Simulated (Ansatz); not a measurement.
Low-index surfaces of Si2W, space group I4/mmm (No. 139). Relaxed bulk:

```cif
data_structure
_symmetry_space_group_name_H-M 'I4/mmm'
_symmetry_Int_Tables_number 139
_cell_length_a 3.2290
_cell_length_b 3.2290
_cell_length_c 7.8674
_cell_angle_alpha 90.000
_cell_angle_beta 90.000
_cell_angle_gamma 90.000
_cell_volume 82.03
loop_
_atom_site_label
_atom_site_type_symbol
_atom_site_symmetry_multiplicity
_atom_site_Wyckoff_symbol
_atom_site_fract_x
_atom_site_fract_y
_atom_site_fract_z
_atom_site_occupancy
Si1 Si 4 e 0.00000 0.00000 0.33457 1
W1 W 2 a 0.00000 0.00000 0.00000 1
```

Miller indices refer to the conventional cell, a = 3.229 Å, b = 3.229 Å, c = 7.867 Å, α = 90.00°, β = 90.00°, γ = 90.00°.

All numbers below come from DFT PBE, scalar-relativistic, plane waves, PAW (Ansatz). Cutoff 420 eV, Γ-centred meshes, Gaussian smearing of 0.10 eV, no spin polarisation.

All atoms of each slab relax at the bulk's in-plane cell, with a dipole correction; γ is the mean of a slab's two faces. Bonds are neighbours within 10 % of the shortest distances in the bulk.

Task: Order these faces by relaxed surface energy, lowest first.
A. (101), ending in Si (12 planes)
B. (001), ending in Si (9 planes)
C. (110), ending in Si2W (5 planes)

Result: A (2.12 J/m²), C (2.27 J/m²), B (2.50 J/m²).

Task: What are the details?

Result: 
```json
{"face": "(001), ending in Si", "planes": "9", "thickness (Å)": "10.5", "area (Å²)": "10.43", "cut bonds per Å²": "0.575", "γ as cut (J/m²)": "2.52", "γ relaxed (J/m²)": "2.50"}
{"face": "(101), ending in Si", "planes": "12", "thickness (Å)": "11.0", "area (Å²)": "13.73", "cut bonds per Å²": "0.510", "γ as cut (J/m²)": "2.24", "γ relaxed (J/m²)": "2.12"}
{"face": "(110), ending in Si2W", "planes": "5", "thickness (Å)": "9.1", "area (Å²)": "17.96", "cut bonds per Å²": "0.334", "γ as cut (J/m²)": "2.42", "γ relaxed (J/m²)": "2.27"}
```

Task: Which shape does a crystal take in vacuum at zero temperature, if only these faces and their equivalents are allowed (Wulff construction)?

Result: Shares of the surface area: (001) 15 %, (101) 69 %, (110) 16 %. Faces that weren't computed or are left out here could take a part.

Faces whose slabs rebuild by over 0.8 Å, distort in their middle or lose their symmetry through the k mesh, and polar cuts of insulators, are left out. Of the terminations computed for a plane the cheapest is shown.

The slabs are thin, so differences under about 0.05 J/m² or 0.1 eV aren't settled, and faces are 1×1 cells, without the reconstructions that some real ones have. Spin-orbit coupling is left out, which matters for the bands of heavy elements.

The count of cut bonds doesn't pick the cheapest face here.
